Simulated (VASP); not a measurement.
Runs of VASP 6.6.1 on Cd. It takes space group Fm-3m (No. 225, cubic). The conventional cell has a = 4.436 Å, b = 4.436 Å, c = 4.436 Å, α = 90.00°, β = 90.00°, γ = 90.00°. Cd (site symmetry m-3m) has 12 Cd at 3.14 Å as nearest neighbours. This isn't the form of Cd at room conditions, which is hcp.

```tsv
level	spin	cell	smearing	gap on the mesh (eV)	pressure (GPa)
PBE+D3(BJ)	off	cell strained at random at fixed volume	methfessel-paxton 0.01 eV	none	-0.7
BLYP+D3(BJ)	off	volume scaled by 1.08	fermi-dirac 0.01 eV	none	(a)
PBE	off	volume scaled by 1.06	fermi-dirac 0.05 eV	none	-0.2
PBE	off	volume scaled by 1.02	fermi-dirac 0.05 eV	none	1.6
BLYP+D4	collinear, typed start	as given	fermi-dirac 0.025 eV	none	(b)
```

Alike in all rows: task single point; potentials or basis VASP PAW PBE potentials, release 64 (Cd); k mesh 10 × 10 × 10; cutoff (eV) 520.

Question: Fill in the values left out.

Answer: (a) -2.9; (b) 2.2.

Caveats: pairwise dispersion overbinds metals, which lowers pressure and volume (some runs); the PAW data sets were made with another functional, which shifts forces and pressure a little (some runs).

A k mesh can miss the band edges, and the runs leave out spin-orbit coupling on Cd.

A gap of «none» marks a metal or a gap under the smearing width.
